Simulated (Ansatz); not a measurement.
# Al (P6_3/mmc) in Ansatz: reference runs

How does Al come out in PBE? The cell is run as given and disturbed.

Program: Ansatz 0.2.0. These are calculated values, not measurements. Logs are shortened: lines on timing, memory, paths and dates and some standing lists are left out, and cuts for length are marked.

**1. Starting point**

Symmetry: P6_3/mmc, No. 194, hexagonal system. Conventional cell: a = 2.812 Å, b = 2.812 Å, c = 4.867 Å, α = 90.00°, β = 90.00°, γ = 120.00°. Around Al (site symmetry -6m2) lie 12 Al at 2.81 to 2.93 Å.

This isn't the form of Al at room conditions, which is fcc.

**2. Single point, PBE**

Input file input.yaml:

```yaml
crystal:
  lattice:
    - [2.8124553515, 0.0, 0.0]
    - [-1.4062276757, 2.4356577814, 0.0]
    - [0.0, 0.0, 4.86685]
  atoms:
    - { symbol: Al, position: [0.3333333333, 0.6666666667, 0.25] }
    - { symbol: Al, position: [0.6666666667, 0.3333333333, 0.75] }
kpoints:
  mp_grid: { grid: [11, 11, 6] }
scf:
  occupations: { method: fermi_dirac, width: 0.05 }
hamiltonian:
  xc: pbe
  pseudopotentials: { kind: all_electron, lapw: { basis_error: 0.001 } }
output:
  forces: true
  stress: true
  eigenvalues: true
  populations: true
```

Potentials or basis: all-electron LAPW, scalar-relativistic.

Run with:

```bash
$ ansatz run input.yaml --threads 1 --pin off --max-ram 3072MiB --backend cpu --events-out ev --progress --plain --runs-dir out
```

The log of the run:

```text
Warning: RAYON_NUM_THREADS=1 ignored (pool sized by the plan → 1); use --threads N
Al: projections on atomic orbitals take those of the free atom 1s2 2s2 2p6 3s2 3p1, of charge +0.00 (hamiltonian.pseudopotentials.projection_atoms)
LAPW: plane waves up to 6.019 Å⁻¹, error target 1.0e-3 eV per atom; small_component_spin mean_spin; Al in spheres of 1.406 Å, 11 of its electrons in bands, Dirac shells [] (how accurate: hamiltonian.pseudopotentials.lapw.basis_error, Limitations)
Engine: ansatz 0.2.0, aarch64-unknown-linux-gnu
Pseudopotentials: kind: all_electron
Pseudopotential: Al, LAPW, valence charge 11, lapw/all_electron/scalar/gaussian/Al, Koelling and Harmon's equation, gaussian nucleus
Functional definition: PBE
  parameter kappa = 0.804
  parameter beta = 0.06672455060314922
  exchange = pbe_x(kappa = kappa, mu = beta*pi^2/3)
  correlation = pbe_c(beta = beta)
Crystal: 2 atoms, lattice volume = 33.339 Å³
Basis set: ecut = 138.04866864681347 eV, 135 PW (Γ), exchange–correlation at level 2
Bands: 15, of which v1, the nominal top of the filled ones, is band 11 counted from 1 (10 counted from 0)
Symmetry: 24 space group operations
Space group: P63/mmc (ITA 194), of the structure as read, at distance tolerance 3.2e-5 Å
k-points: 64 of 726
Non-local potential: Al, projectors of the file, none
Initial density: superposition of atomic densities (chi_scale 0.1, normalization cell)
Initial wavefunctions: plane waves of lowest kinetic energy (no species holds an atomic orbital)
Functional: x = pbe(κ = 0.804, μ = 0.2195149727645171), c = pbe(β = 0.06672455060314922)
iter 1 solved again at ethr=1.33e-4 eV; its pass at ethr=1.00e-1 eV (dr2=2.92e-2 eV) is discarded
SCF iter   1: F=—  HF=-13215.042230 eV  |F-HF|=—  |Δ(HF+E_count)|=         —  Δρ=1.17e-2  dr2=2.94e-2  ethr=1.33e-4  ⟨swp⟩=3.2  Hψ=7100  notcnv=0
preconditioner: auto → none  [insulator: Δε(μ)=0.208 eV  Ē_g=9.001 eV  σ=0.050 eV  W_gap=0.73  n_scr=2 (ndim 8)  ℏωp=15.8 eV  f_vac=0.000  D(μ)=0.48/eV (n_scr^D=2)  ε∞_Penn≈4.1]
SCF iter   2: F=—  HF=-13215.000115 eV  |F-HF|=—  |Δ(HF+E_count)|=   4.21e-2  Δρ=5.41e-3  dr2=6.22e-3  ethr=1.33e-4  ⟨swp⟩=2.0  Hψ=2663  notcnv=0  defer=1
iter 3 solved again at ethr=3.98e-8 eV; its pass at ethr=2.83e-5 eV (dr2=8.75e-6 eV) is discarded
SCF iter   3: F=—  HF=-13214.990634 eV  |F-HF|=—  |Δ(HF+E_count)|=   9.48e-3  Δρ=2.26e-4  dr2=8.81e-6  ethr=3.98e-8  ⟨swp⟩=3.0  Hψ=4854  notcnv=0
SCF iter   4: F=—  HF=-13214.990607 eV  |F-HF|=—  |Δ(HF+E_count)|=         —  Δρ=6.59e-5  dr2=9.49e-7  ethr=3.98e-8  ⟨swp⟩=2.2  Hψ=2656  notcnv=0
the basis was enlarged: its passes take 107.9 KiB over the memory plan, 1 of 1 planned eigensolver slots
SCF iter   5: F=-13214.990608 eV  HF=-13214.990608 eV  |F-HF|=1.77e-9  |Δ(HF+E_count)|=   7.81e-7  Δρ=3.62e-6  dr2=3.46e-9  ethr=4.31e-9  ⟨swp⟩=2.0  Hψ=2640  notcnv=0
SCF 1 converged in 5 iterations: F = -13214.990608 eV  dr2 = 3.46e-9
SCF converged after 5 iterations
Free energy (F): -13214.990608 eV
Harris-Foulkes:  -13214.990608 eV  (|F-HF|=1.77e-9)
Internal energy: -13214.986073 eV  (E = F + TS)
E sigma→0 (E₀):  -13214.988341 eV
Entropy (-TS):   -0.004534 eV (-2.267 meV/atom)
Fermi energy:    9.714701 eV
--- Per-component energies (eV) ---
  E_band       = -1005.769748
  E_kinetic    = 13242.121484
  E_xc         = -1014.235570
  E_electrostatic = -25442.871987  (all electrons and nuclei)
  E_smearing   = -0.004534  (= −TS)
  E_closure    = 0.000000  (closes the sum)
  E_atoms      = -13207.565847  (free atoms, spherical and without spin; not in F)
  Σ components = -13214.990608   (vs F -13214.990608, Δ=0.00e0)
  Basis errors (estimates in eV, not in F): energy 3.2e-4 per atom: plane waves 2.8e-4 (1.5e-4 summed), levels above the bands 6.4e-43, relativity 3.2e-9, radial functions 3.8e-5, core shells 4.1e-14; eigenvalues (radial functions only) 5.3e-6; not estimated: angular momenta, meshes, grids; target (lapw.basis_error) 1.0e-3; muffin-tin radii Al 1.406 Å
--- Forces (eV/Å), atoms counted from 1 ---
  atom   1  Al     0.00000000    -0.00000000     0.00000000
  atom   2  Al    -0.00000000    -0.00000000    -0.00000000
  max |Σ_I F_I| component: 3.47e-18 eV/Å
--- Stress (GPa, compression-positive) ---
        1.685325      -0.000000      -0.000000
       -0.000000       1.685325      -0.000000
       -0.000000      -0.000000      -2.884401
  P = ⅓ Tr σ = 0.1621 GPa (1.621 kbar)
--- Band table (eV; the first three rows and the last of 64) ---
  k-point 0: bands = ["-93.7518", "-93.7499", "-55.2312", "-55.2139", "-55.2026", "-55.2026", "-55.2003", "-55.2003", "-1.3734", "4.6271", "4.8673", "20.8416", "21.1267", "21.1267", "21.3465"]
  k-point 1: bands = ["-93.7517", "-93.7501", "-55.2300", "-55.2151", "-55.2025", "-55.2025", "-55.2005", "-55.2005", "-1.1999", "2.8998", "6.9032", "18.2076", "21.2592", "21.2592", "21.4894"]
  k-point 2: bands = ["-93.7514", "-93.7504", "-55.2269", "-55.2182", "-55.2020", "-55.2020", "-55.2009", "-55.2009", "-0.6807", "1.3766", "9.3502", "15.0563", "21.6475", "21.6475", "21.8936"]
  k-point 63: bands = ["-93.7483", "-93.7483", "-55.2232", "-55.2232", "-55.2161", "-55.2161", "-55.2124", "-55.2124", "7.1332", "7.1332", "7.8993", "7.8993", "9.8777", "9.8777", "18.6309"]
--- Löwdin populations: 2 sites ---
  site symbol       q [e]
     0     Al     12.9560
     1     Al     12.9560
  spilling = 0.003385 (of n_electrons = 26.000000)
```

It took 3.3 s on 1 thread of Arm Neoverse V2, shared host; peak memory 0.22 GiB.

What came out:

```
Free energy            : -13214.9906 eV
Pressure               : 0.2 GPa
Band gap on the k mesh : none (metal or under the smearing width)
```

Stress tensor (GPa, compression positive):
```
 1.69  0.00  0.00
 0.00  1.69  0.00
 0.00  0.00 -2.88
```

Levels at points of the mesh, in eV from the Fermi level:
```tsv
k point	band 9	band 10	band 11	band 12	band 13	band 14	band 15
(0.00, 0.00, 0.00)	-11.09	-5.09	-4.85	11.13	11.41	11.41	11.63
(0.00, 0.00, -0.50)	-9.53	-9.53	2.36	2.36	12.45	12.45	12.45
```

**3. Single point, PBE (atoms moved at random, drawn with an rms of 0.05 Å)**

Changes to input.yaml since step 2:

```diff
@@ -6,4 +6,4 @@
   atoms:
-    - { symbol: Al, position: [0.3333333333, 0.6666666667, 0.25] }
-    - { symbol: Al, position: [0.6666666667, 0.3333333333, 0.75] }
+    - { symbol: Al, position: [0.314418, 0.646969, 0.2454] }
+    - { symbol: Al, position: [0.669791, 0.33912, 0.753178] }
 kpoints:
```

Potentials or basis: all-electron LAPW, scalar-relativistic.

Run with:

```bash
$ ansatz run input.yaml --threads 1 --pin off --max-ram 3072MiB --backend cpu --events-out ev --progress --plain --runs-dir out
```

The log of the run:

```text
Warning: RAYON_NUM_THREADS=1 ignored (pool sized by the plan → 1); use --threads N
Al: projections on atomic orbitals take those of the free atom 1s2 2s2 2p6 3s2 3p1, of charge +0.00 (hamiltonian.pseudopotentials.projection_atoms)
LAPW: plane waves up to 6.019 Å⁻¹, error target 1.0e-3 eV per atom; small_component_spin mean_spin; Al in spheres of 1.406 Å, 11 of its electrons in bands, Dirac shells [] (how accurate: hamiltonian.pseudopotentials.lapw.basis_error, Limitations)
[... 8 set-up lines as earlier in the session ...]
Crystal: 2 atoms, lattice volume = 33.339 Å³
Basis set: ecut = 138.0486686512385 eV, 135 PW (Γ), exchange–correlation at level 2
Bands: 15, of which v1, the nominal top of the filled ones, is band 11 counted from 1 (10 counted from 0)
Symmetry: 2 space group operations
Space group: P-1 (ITA 2), of the structure as read, at distance tolerance 3.2e-5 Å
k-points: 364 of 726
[... 4 set-up lines as earlier in the session ...]
iter 1 solved again at ethr=1.61e-4 eV; its pass at ethr=1.00e-1 eV (dr2=3.55e-2 eV) is discarded
SCF iter   1: F=—  HF=-13215.039620 eV  |F-HF|=—  |Δ(HF+E_count)|=         —  Δρ=1.19e-2  dr2=3.57e-2  ethr=1.61e-4  ⟨swp⟩=3.2  Hψ=40376  notcnv=0
preconditioner: auto → none  [metal: Δε(μ)=0.070 eV  Ē_g=8.998 eV  σ=0.050 eV  W_gap=0.33  n_scr=2 (ndim 8)  ℏωp=15.8 eV  f_vac=0.000  D(μ)=0.57/eV (n_scr^D=2)  sad-step TF]
SCF iter   2: F=—  HF=-13214.998645 eV  |F-HF|=—  |Δ(HF+E_count)|=   4.10e-2  Δρ=7.28e-3  dr2=1.55e-2  ethr=1.61e-4  ⟨swp⟩=2.0  Hψ=15019  notcnv=0  defer=1
SCF iter   3: F=—  HF=-13214.986914 eV  |F-HF|=—  |Δ(HF+E_count)|=   1.17e-2  Δρ=1.36e-3  dr2=1.94e-3  ethr=7.06e-5  ⟨swp⟩=2.3  Hψ=16323  notcnv=0
SCF iter   4: F=—  HF=-13214.986811 eV  |F-HF|=—  |Δ(HF+E_count)|=         —  Δρ=9.61e-4  dr2=1.41e-3  ethr=8.82e-6  ⟨swp⟩=3.0  Hψ=16140  notcnv=0
the basis was enlarged: its passes take 107.9 KiB over the memory plan, 1 of 1 planned eigensolver slots
iter 5 solved again at ethr=4.23e-7 eV; its pass at ethr=6.39e-6 eV (dr2=9.30e-5 eV) is discarded
SCF iter   5: F=—  HF=-13214.986481 eV  |F-HF|=—  |Δ(HF+E_count)|=   3.30e-4  Δρ=2.76e-4  dr2=9.26e-5  ethr=4.23e-7  ⟨swp⟩=2.0  Hψ=25838  notcnv=0
SCF iter   6: F=—  HF=-13214.986460 eV  |F-HF|=—  |Δ(HF+E_count)|=   2.02e-5  Δρ=6.03e-5  dr2=4.17e-6  ethr=4.21e-7  ⟨swp⟩=2.1  Hψ=14875  notcnv=0
SCF iter   7: F=-13214.986459 eV  HF=-13214.986459 eV  |F-HF|=3.43e-8  |Δ(HF+E_count)|=   8.51e-7  Δρ=6.34e-6  dr2=4.44e-8  ethr=1.89e-8  ⟨swp⟩=2.5  Hψ=15017  notcnv=0
SCF 1 converged in 7 iterations: F = -13214.986459 eV  dr2 = 4.44e-8
SCF converged after 7 iterations
Free energy (F): -13214.986459 eV
Harris-Foulkes:  -13214.986459 eV  (|F-HF|=3.43e-8)
Internal energy: -13214.981643 eV  (E = F + TS)
E sigma→0 (E₀):  -13214.984051 eV
Entropy (-TS):   -0.004816 eV (-2.408 meV/atom)
Fermi energy:    9.704868 eV
--- Per-component energies (eV) ---
  E_band       = -1005.770688
  E_kinetic    = 13242.176875
  E_xc         = -1014.243046
  E_electrostatic = -25442.915473  (all electrons and nuclei)
  E_smearing   = -0.004816  (= −TS)
  E_closure    = 0.000000  (closes the sum)
  E_atoms      = -13207.565847  (free atoms, spherical and without spin; not in F)
  Σ components = -13214.986459   (vs F -13214.986459, Δ=0.00e0)
  Basis errors (estimates in eV, not in F): energy 3.2e-4 per atom: plane waves 2.8e-4 (1.5e-4 summed), levels above the bands 5.6e-43, relativity 3.2e-9, radial functions 4.0e-5, core shells 4.2e-13; eigenvalues (radial functions only) 5.5e-6; not estimated: angular momenta, meshes, grids; target (lapw.basis_error) 1.0e-3; muffin-tin radii Al 1.406 Å
--- Forces (eV/Å), atoms counted from 1 ---
  atom   1  Al     0.02359121     0.04622448     0.12570088
  atom   2  Al    -0.02359121    -0.04622448    -0.12570088
  max |Σ_I F_I| component: 0.00e0 eV/Å
--- Stress (GPa, compression-positive) ---
        1.808528       0.016556       0.033646
        0.016556       1.720187       0.064577
        0.033646       0.064577      -2.772043
  P = ⅓ Tr σ = 0.2522 GPa (2.522 kbar)
--- Band table (eV; the first three rows and the last of 364) ---
  k-point 0: bands = ["-93.7514", "-93.7494", "-55.2308", "-55.2132", "-55.2027", "-55.2016", "-55.2008", "-55.1989", "-1.3763", "4.6269", "4.8691", "20.7801", "21.1130", "21.1997", "21.3334"]
  k-point 1: bands = ["-93.7512", "-93.7496", "-55.2296", "-55.2144", "-55.2026", "-55.2014", "-55.2009", "-55.1990", "-1.2032", "2.9013", "6.9035", "18.2032", "21.2378", "21.2778", "21.4744"]
  k-point 2: bands = ["-93.7509", "-93.7499", "-55.2265", "-55.2175", "-55.2022", "-55.2013", "-55.2009", "-55.1995", "-0.6861", "1.3804", "9.3497", "15.0553", "21.6218", "21.6614", "21.8723"]
  k-point 363: bands = ["-93.7485", "-93.7479", "-55.2236", "-55.2200", "-55.2185", "-55.2154", "-55.2088", "-55.2060", "3.0545", "6.8027", "7.6684", "10.8036", "11.5269", "13.8709", "15.2786"]
--- Löwdin populations: 2 sites ---
  site symbol       q [e]
     0     Al     12.9560
     1     Al     12.9560
  spilling = 0.003388 (of n_electrons = 26.000000)
```

It took 21 s on 1 thread of Arm Neoverse V2, shared host; peak memory 0.42 GiB.

What came out:

* Free energy: -13214.9865 eV
* Pressure: 0.3 GPa
* Largest force: 0.136 eV/Å
* Band gap on the k mesh: none (metal or under the smearing width)

Forces on the atoms (eV/Å):
```
Al   0.024  0.046  0.126
Al  -0.024 -0.046 -0.126
```

Stress tensor (GPa, compression positive):
```
 1.81  0.02  0.03
 0.02  1.72  0.06
 0.03  0.06 -2.77
```
